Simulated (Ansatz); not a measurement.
An Ansatz input:

```yaml
crystal:
  lattice:
    - [7.4040688562, 0.0, 0.0]
    - [-3.7020344281, 6.4121117208, 0.0]
    - [0.0, 0.0, 4.3987586462]
  atoms:
    - { symbol: Ba, position: [1.0, 0.0, 1.0] }
    - { symbol: Ba, position: [0.3333333333, 0.6666666667, 0.5] }
    - { symbol: Ba, position: [0.6666666667, 0.3333333333, 0.5] }
hamiltonian:
  xc: rpbe
  pseudopotentials:
    kind: paw
    azcp:
      Ba: "pseudopotentials/Ba.paw.azcp"
basis:
  ecutwfc: 420
  fft_grid_basis: typed
kpoints:
  mp_grid: { grid: [6, 6, 8], shift: [0, 0, 0] }
magnetization:
  spin_polarized: false
scf:
  occupations: { method: fermi_dirac, width: 0.1 }
  lower_state_search: "off"
output:
  stress: true
  write_density: true
  write_potential: true
  elf: true
  volumetric_format: npy
```

and its output:

```
Engine: ansatz 0.2.0, aarch64-unknown-linux-gnu
Pseudopotentials: kind: paw
Pseudopotential: Ba, paw, valence charge 10, recommended cutoff 420 eV (normal) 
Functional definition: RPBE
  parameter kappa = 0.804
  parameter beta = 0.06672455060314922
  exchange = rpbe_x(kappa = kappa, mu = beta*pi^2/3)
  correlation = pbe_c(beta = beta)
Crystal: 3 atoms, lattice volume = 208.834 Å³
Basis set: ecut = 420 eV, 4107 PW (Γ)
Bands: 19, of which v1, the nominal top of the filled ones, is band 15 counted from 1 (14 counted from 0)
Symmetry: 24 space group operations
Space group: P6/mmm (ITA 191), of the structure as read, at distance tolerance 5.9e-5 Å
k-points: 35 of 288
Non-local potential: Ba, projectors of the file, l = 0: 3, l = 1: 2, l = 2: 2, l = 3: 2
PAW form: soft (Blöchl's): semilocal exchange-correlation on the pseudo side does not see the compensation charge
PAW frozen core: Ba, regenerated for the run's functional, and the local potential with it (the file was generated under x = pbe(κ = 0.804, μ = 0.2195149727645171), c = pbe(β = 0.06672455060314922))
PAW one-centre angular grid: Ba, 194 points (default); XC on 64 Gauss nodes
Initial density: superposition of atomic densities (neutral atoms: chi_scale 0, normalization atom), corrected by the library's trained network
Initial wavefunctions: pseudopotential atomic-orbital guess
Functional: x = rpbe, c = pbe(β = 0.06672455060314922)
SCF iter   1: F=—  HF=-17877.557364 eV  |F-HF|=—  |Δ(HF+E_count)|=         —  Δρ=2.17e-3  dr2=5.41e-2  ethr=1.77e-3  ⟨swp⟩=8.3  Hψ=8689  notcnv=0
automatic band count: the SCF goes on with 23 bands, as 19 were too few: the levels above may hold too much charge
SCF iter   2: F=—  HF=-17877.553265 eV  |F-HF|=—  |Δ(HF+E_count)|=   4.10e-3  Δρ=1.38e-3  dr2=2.20e-2  ethr=1.80e-4  ⟨swp⟩=1.0  Hψ=1085  notcnv=0
SCF iter   3: F=—  HF=-17877.550976 eV  |F-HF|=—  |Δ(HF+E_count)|=   2.29e-3  Δρ=2.42e-4  dr2=1.46e-4  ethr=7.32e-5  ⟨swp⟩=2.0  Hψ=926  notcnv=0
SCF iter   4: F=—  HF=-17877.551030 eV  |F-HF|=—  |Δ(HF+E_count)|=   5.36e-5  Δρ=9.08e-5  dr2=3.60e-5  ethr=4.86e-7  ⟨swp⟩=3.0  Hψ=1475  notcnv=0
SCF iter   5: F=—  HF=-17877.551008 eV  |F-HF|=—  |Δ(HF+E_count)|=   2.14e-5  Δρ=2.55e-5  dr2=1.42e-6  ethr=1.20e-7  ⟨swp⟩=2.1  Hψ=1263  notcnv=0
SCF iter   6: F=—  HF=-17877.551009 eV  |F-HF|=—  |Δ(HF+E_count)|=   4.49e-7  Δρ=5.71e-6  dr2=1.84e-7  ethr=4.73e-9  ⟨swp⟩=2.7  Hψ=1369  notcnv=0
SCF iter   7: F=-17877.551009 eV  HF=-17877.551009 eV  |F-HF|=5.35e-10  |Δ(HF+E_count)|=   2.60e-8  Δρ=1.76e-6  dr2=1.41e-8  ethr=3.33e-10  ⟨swp⟩=11.5  Hψ=6285  notcnv=0
SCF 1 converged in 7 iterations: F = -17877.551009 eV  dr2 = 1.41e-8
SCF converged after 7 iterations
Free energy (F): -17877.551009 eV
Harris-Foulkes:  -17877.551009 eV  (|F-HF|=5.35e-10)
Internal energy: -17877.358712 eV  (E = F + TS)
E sigma→0 (E₀):  -17877.454861 eV
Entropy (-TS):   -0.192297 eV (-64.099 meV/atom)
Fermi energy:    5.249337 eV
--- Per-component energies (eV) ---
  E_band       = -278.252960
  E_kinetic    = 498.231214
  E_local      = -1210.012906  (includes V_loc(G=0)·N_el)
  E_nonlocal   = 169.015489
  E_hartree    = 384.585037
  E_xc         = -500.080425
  E_vxc        = -399.456593  (∫ρ·V_xc dr)
  E_paw        = -15704.716061  (= ΣΔE_a)
  E_vpaw       = -105.199312  (= ΣTr[D̂ρ^β])
  E_aug_tail   = -0.000005  (compensation charges beyond the density's cutoff)
  E_ewald      = -1514.231213
  E_core_change = -0.149842  (= ΣΔE_core)
  E_smearing   = -0.192297  (= −TS)
  E_closure    = -0.000000  (closes the sum)
  Σ components = -17877.551009   (vs F -17877.551009, Δ=0.00e0)
--- Stress (GPa, compression-positive) ---
       -0.009320       0.000000       0.000000
        0.000000      -0.009320       0.000000
        0.000000       0.000000       0.007247
  P = ⅓ Tr σ = -0.0038 GPa (-0.038 kbar)
--- Band table (eV; the first three rows and the last of 35) ---
  k-point 0: bands = ["-23.8834", "-23.8485", "-23.7875", "-9.1763", "-9.1763", "-9.0314", "-9.0314", "-8.9372", "-8.8764", "-8.8653", "-8.8653", "-8.8406", "2.5641", "5.0025", "5.6197", "5.6197", "5.6720", "5.6720", "5.7846", "6.6543", "7.2556", "7.2556", "7.8090"]
  k-point 1: bands = ["-23.8810", "-23.8463", "-23.7854", "-9.1714", "-9.1714", "-9.0212", "-9.0212", "-8.9766", "-8.9143", "-8.8836", "-8.8676", "-8.8676", "2.7413", "5.2120", "5.5676", "5.5676", "5.5727", "5.5727", "6.0848", "6.8451", "7.1769", "7.1769", "7.5926"]
  k-point 2: bands = ["-23.8751", "-23.8410", "-23.7802", "-9.1596", "-9.1596", "-9.0695", "-9.0042", "-8.9937", "-8.9937", "-8.9850", "-8.8757", "-8.8757", "3.2282", "5.3226", "5.3226", "5.4318", "5.4318", "5.6034", "6.9400", "7.1021", "7.1021", "7.1225", "7.1225"]
  k-point 34: bands = ["-23.8501", "-23.8501", "-23.7728", "-9.2263", "-9.1730", "-9.1730", "-9.0663", "-9.0326", "-9.0326", "-8.9111", "-8.9111", "-8.8892", "4.5311", "5.0860", "5.0860", "5.4236", "5.4236", "5.6443", "6.5012", "6.5012", "6.8070", "6.8070", "7.2574"]
```
